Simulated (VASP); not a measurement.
A run of VASP 6.6.1:

The input INCAR:

```
SYSTEM = Mg2ZnO3
PREC     = Normal         ! precision mode
ENCUT    = 520            ! plane-wave cutoff, eV
EDIFF    = 1E-4           ! SCF threshold, eV
ISMEAR   = 0              ! smearing method
SIGMA    = 0.15           ! smearing width, eV
LREAL    = .False.        ! projectors in reciprocal space
LASPH    = .True.         ! aspherical terms in the spheres
NELM     = 60             ! most SCF steps
ALGO     = Fast           ! electronic algorithm
ISIF     = 3              ! what is computed and relaxed
LWAVE    = .False.        ! write WAVECAR
LCHARG   = .False.        ! write CHGCAR
GGA      = PE             ! functional
IBRION   = 2              ! ionic algorithm
NSW      = 24             ! ionic steps
EDIFFG   = -0.08          ! ionic threshold
```

File KPOINTS:

```
regular mesh
0
Gamma
  4 4 4
  0 0 0
```

File POSCAR:

```
Mg2ZnO3
1.0
   -2.3044050000      2.3044050000      3.4370020700
    2.3044050000     -2.3044050000      3.4370020700
    2.3044050000      2.3044050000     -3.4370020700
Mg Zn O
2 1 3
Direct
    0.2739958500      0.2739958500      0.0000000000
    0.7260041500      0.7260041500      0.0000000000
    0.0000000000      0.0000000000      0.0000000000
    0.5000000000      0.5000000000      0.0000000000
    0.5000000000      0.0000000000      0.5000000000
    0.0000000000      0.5000000000      0.5000000000
```

Potentials or basis: VASP PAW PBE potentials, release 64 (Mg, Zn, O).

The run is started by

```bash
$ cat potpaw_PBE.64/Mg/POTCAR potpaw_PBE.64/Zn/POTCAR potpaw_PBE.64/O/POTCAR > POTCAR
$ mpirun -np 1 vasp_std > vasp.out
```

Hardware: 1 thread of Intel(R) Xeon(R) Platinum 8259CL CPU @ 2.50GHz (Skylake/Cascade Lake), with other jobs on the host.

Problem. How long does it take, and how much memory?

Solution. Run time: 2.5 min on 1 thread of Intel(R) Xeon(R) Platinum 8259CL CPU @ 2.50GHz (Skylake/Cascade Lake), on a shared host, peak memory 0.17 GiB. Counts: scf iterations 115, k points 13, ion steps 15.
